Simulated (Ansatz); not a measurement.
**B$_{24}$HN$_{24}$: course of a relaxation**

All numbers below come from DFT PBE+D3(BJ), scalar-relativistic, plane waves, PAW (Ansatz 0.2.0). Settings: 420 eV cutoff, 2×2×2 k-mesh, shifted by half a step, Gaussian smearing of 0.01 eV, collinear spin.

What was changed: H interstitial, charge +0, atoms relaxed at the host's cell.

In a supercell of 49 atoms the defect feels its periodic images.

Command:

```bash
ansatz run input.yaml --threads 4 --pin off --max-ram 6144MiB --backend cpu --events-out ev --progress --plain --runs-dir out
```

Input:

```yaml
crystal:
  lattice:
    - [0.0, -6.6789644132, 4.3376638254]
    - [0.0, 6.6789644132, 4.3376638254]
    - [-7.5230548018, 0.0, -4.3376638254]
  atoms:
    - { symbol: B, position: [0.6667201036, 0.1667201036, 0.8333333333], spin: 0.143 }
    - { symbol: B, position: [0.1667201036, 0.1667201036, 0.8333333333], spin: 0.143 }
    - { symbol: B, position: [0.6667201036, 0.1667201036, 0.3333333333] }
    - { symbol: B, position: [0.1667201036, 0.1667201036, 0.3333333333] }
    - { symbol: B, position: [0.8333867702, 0.3333867702, 0.1666666667] }
    - { symbol: B, position: [0.3333867702, 0.3333867702, 0.1666666667] }
    - { symbol: B, position: [5.34369e-05, 0.5000534369, 1.0], spin: 0.143 }
    - { symbol: B, position: [0.6667201036, 0.6667201036, 0.8333333333] }
    - { symbol: B, position: [0.5000534369, 0.5000534369, 1.0] }
    - { symbol: B, position: [0.1667201036, 0.6667201036, 0.8333333333] }
    - { symbol: B, position: [0.8333867702, 0.3333867702, 0.6666666667] }
    - { symbol: B, position: [0.3333867702, 0.3333867702, 0.6666666667] }
    - { symbol: B, position: [5.34369e-05, 0.5000534369, 0.5] }
    - { symbol: B, position: [0.6667201036, 0.6667201036, 0.3333333333] }
    - { symbol: B, position: [0.5000534369, 0.5000534369, 0.5] }
    - { symbol: B, position: [0.1667201036, 0.6667201036, 0.3333333333] }
    - { symbol: B, position: [0.8333867702, 0.8333867702, 0.1666666667] }
    - { symbol: B, position: [0.3333867702, 0.8333867702, 0.1666666667] }
    - { symbol: B, position: [5.34369e-05, 5.34369e-05, 1.0], spin: 0.143 }
    - { symbol: B, position: [0.5000534369, 5.34369e-05, 1.0] }
    - { symbol: B, position: [0.8333867702, 0.8333867702, 0.6666666667] }
    - { symbol: B, position: [0.3333867702, 0.8333867702, 0.6666666667] }
    - { symbol: B, position: [5.34369e-05, 5.34369e-05, 0.5] }
    - { symbol: B, position: [0.5000534369, 5.34369e-05, 0.5] }
    - { symbol: "N", position: [0.9999632248, 0.4999632248, 0.8333333333] }
    - { symbol: "N", position: [0.4999632248, 0.4999632248, 0.8333333333] }
    - { symbol: "N", position: [0.9999632248, 0.4999632248, 0.3333333333] }
    - { symbol: "N", position: [0.4999632248, 0.4999632248, 0.3333333333] }
    - { symbol: "N", position: [0.1666298914, 0.6666298914, 0.1666666667] }
    - { symbol: "N", position: [0.6666298914, 0.6666298914, 0.1666666667] }
    - { symbol: "N", position: [0.3332965581, 0.8332965581, 1.0] }
    - { symbol: "N", position: [0.9999632248, 0.9999632248, 0.8333333333], spin: 0.143 }
    - { symbol: "N", position: [0.8332965581, 0.8332965581, 1.0] }
    - { symbol: "N", position: [0.4999632248, 0.9999632248, 0.8333333333] }
    - { symbol: "N", position: [0.1666298914, 0.6666298914, 0.6666666667] }
    - { symbol: "N", position: [0.6666298914, 0.6666298914, 0.6666666667] }
    - { symbol: "N", position: [0.3332965581, 0.8332965581, 0.5] }
    - { symbol: "N", position: [0.9999632248, 0.9999632248, 0.3333333333] }
    - { symbol: "N", position: [0.8332965581, 0.8332965581, 0.5] }
    - { symbol: "N", position: [0.4999632248, 0.9999632248, 0.3333333333] }
    - { symbol: "N", position: [0.1666298914, 0.1666298914, 0.1666666667] }
    - { symbol: "N", position: [0.6666298914, 0.1666298914, 0.1666666667] }
    - { symbol: "N", position: [0.3332965581, 0.3332965581, 1.0] }
    - { symbol: "N", position: [0.8332965581, 0.3332965581, 1.0], spin: 0.143 }
    - { symbol: "N", position: [0.1666298914, 0.1666298914, 0.6666666667] }
    - { symbol: "N", position: [0.6666298914, 0.1666298914, 0.6666666667] }
    - { symbol: "N", position: [0.3332965581, 0.3332965581, 0.5] }
    - { symbol: "N", position: [0.8332965581, 0.3332965581, 0.5] }
    - { symbol: H, position: [0.9930555556, 0.2430555556, 0.9131944444], spin: 0.143 }
  host:
    lattice:
      - [0.0, 3.3394822066, 2.1688319127]
      - [1.253842467, 0.0, 2.1688319127]
      - [1.253842467, 3.3394822066, 0.0]
    atoms:
      - { symbol: B, position: [0.0001068738, 0.0001068738, 0.9998931262] }
      - { symbol: "N", position: [0.6665931162, 0.6665931162, 0.3334068838] }
basis:
  ecutwfc: 420
  xc_grid: 2
kpoints:
  mp_grid: { grid: [2, 2, 2], shift: [0.5, 0.5, 0.5] }
hamiltonian:
  xc: pbe
  dispersion: d3bj
scf:
  occupations: { method: gaussian, width: 0.01 }
output:
  forces: true
  stress: false
  eigenvalues: true
  populations: true
  charged_corrections:
    defect_position: [0.99305556, 0.24305556, 0.91319444]
    epsilon: [[6.5266, 0.0, 0.0], [0.0, 2.9802, 0.0], [0.0, 0.0, 6.5466]]
  write_density: true
  write_potential: true
  elf: true
  volumetric_format: npy
magnetization:
  spin_polarized: true
relax:
  adjacent_minimum: "off"
  f_tol: 0.025
  max_steps: 45
```

F is the free energy.

Steps:

```csv
step,F − F(1) (eV),largest force component (eV/Å)
1,0.0000,0.800
2,-0.2668,0.392
3,-0.3528,0.328
4,-0.4263,0.316
5,-0.4923,0.384
6,-0.5444,0.339
7,-0.5779,0.249
8,-0.5919,0.360
9,-0.6247,0.319
10,-0.6617,0.435
11,-0.6823,0.223
12,-0.6860,0.053
13,-0.6867,0.033
14,-0.6866,0.084
15,-0.6873,0.009
```

Relaxed structure:

```
CELL_PARAMETERS angstrom
0.00000 -6.67896 4.33766
0.00000 6.67896 4.33766
-7.52305 0.00000 -4.33766
ATOMIC_POSITIONS crystal
B 0.70230 0.21314 0.83492
B 0.11378 0.13647 0.83498
B 0.70649 0.20942 0.33490
B 0.12745 0.12267 0.33448
B 0.87187 0.37743 0.16849
B 0.29586 0.28944 0.16907
B 0.03610 0.54694 0.00179
B 0.62645 0.62268 0.83500
B 0.46214 0.45616 0.00260
B 0.20507 0.71146 0.83493
B 0.86920 0.38011 0.66807
B 0.29457 0.28854 0.66742
B 0.03993 0.54293 0.50170
B 0.62797 0.62322 0.33554
B 0.46106 0.45578 0.50168
B 0.20649 0.70945 0.33494
B 0.79439 0.78910 0.16833
B 0.37314 0.87618 0.16815
B 0.96041 0.95463 0.00144
B 0.53950 0.04315 0.00160
B 0.79397 0.78819 0.66858
B 0.37283 0.87645 0.66824
B 0.96184 0.95535 0.50095
B 0.53831 0.04385 0.50136
N 0.03527 0.54764 0.83494
N 0.45941 0.45640 0.83501
N 0.04006 0.54250 0.33499
N 0.46201 0.45608 0.33571
N 0.20545 0.71033 0.16820
N 0.62853 0.62292 0.16906
N 0.37323 0.87607 0.00160
N 0.96015 0.95172 0.83501
N 0.79351 0.78849 0.00168
N 0.53874 0.04388 0.83492
N 0.20655 0.70937 0.66825
N 0.62683 0.62183 0.66834
N 0.37332 0.87579 0.50152
N 0.96134 0.95533 0.33430
N 0.79401 0.79022 0.50211
N 0.53999 0.04245 0.33486
N 0.12691 0.12311 0.16790
N 0.70670 0.20920 0.16831
N 0.29875 0.28959 0.00417
N 0.86853 0.38067 0.00180
N 0.12963 0.12039 0.66583
N 0.70165 0.21376 0.66804
N 0.29449 0.28886 0.50096
N 0.87219 0.37703 0.50164
H 0.01509 0.23709 0.83491
```

The run converged. It took 8.6 min on 4 threads of Arm Neoverse V1, on a shared host, peak memory 1.6 GiB.